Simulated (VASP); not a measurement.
Wanted: the native input for a VASP 6.6.1 run.

```
Task                   : relaxation of cell and atoms
Functional             : LDA
Potentials or basis    : VASP PAW LDA potentials, release 64 (P)
Cutoff                 : 600 eV
k mesh                 : 8 × 8 × 6
Occupations            : gaussian, width 0.02 eV
Spin                   : no spin polarisation
Ladder                 : gaps
Further INCAR settings : ALGO = Normal; EDIFF = 1e-07; IBRION = 2; EDIFFG = -0.005; NSW = 60; ISIF = 3
```

The structure of P lies in POSCAR:

```
P
1.0
    1.6477431241     -5.4650377251      0.0000000000
    1.6477431241      5.4650377251      0.0000000000
    0.0000000000      0.0000000000      4.5436355900
P
4
Direct
    0.9041431300      0.0958568700      0.5888151700
    0.0958568700      0.9041431300      0.4111848300
    0.5958568700      0.4041431300      0.0888151700
    0.4041431300      0.5958568700      0.9111848300
```

One way to write it, as run:

INCAR

```
PREC     = Accurate       # precision mode
ENCUT    = 600            # plane-wave cutoff, eV
EDIFF    = 1E-7           # SCF threshold, eV
ISMEAR   = 0              # smearing method
SIGMA    = 0.02           # smearing width, eV
LREAL    = False          # projectors in reciprocal space
LASPH    = True           # aspherical terms in the spheres
NELM     = 100            # most SCF steps
ALGO     = Normal         # electronic algorithm
ISIF     = 3              # what is computed and relaxed
LWAVE    = False          # write WAVECAR
LCHARG   = False          # write CHGCAR
GGA      = CA             # functional
IBRION   = 2              # ionic algorithm
NSW      = 60             # ionic steps
EDIFFG   = -0.005         # ionic threshold
KPAR     = 2
```

KPOINTS

```
regular mesh
0
Gamma
  8 8 6
```

Potentials or basis: VASP PAW LDA potentials, release 64 (P).

The run is started by

```sh
$ cat potpaw_LDA.64/P/POTCAR > POTCAR
$ mpirun -np 2 vasp_std > vasp.out
```

It gave:

```yaml
Relaxed_volume: 17.35 Å³/atom
Relaxed_cell: a = 5.331 Å, b = 5.331 Å, c = 4.147 Å, α = 90.00°, β = 90.00°, γ = 143.92°
Space_group_after_relaxing_to_0.05_Å: Cmce (No. 64)
Energy_gained_by_relaxing: 33.6 meV/atom
Ionic_steps: 22
Pressure_after_relaxing: 0.0 GPa
Band_gap_on_the_k_mesh: none (metal or under the smearing width)
```

Caveat: the volume moved by over 15 % at a fixed basis, so the end points are rough.

Run time: 6.6 min on 2 MPI ranks on Intel(R) Xeon(R) 6975P-C (Granite Rapids), with other jobs on the host, peak memory 0.27 GiB a rank.
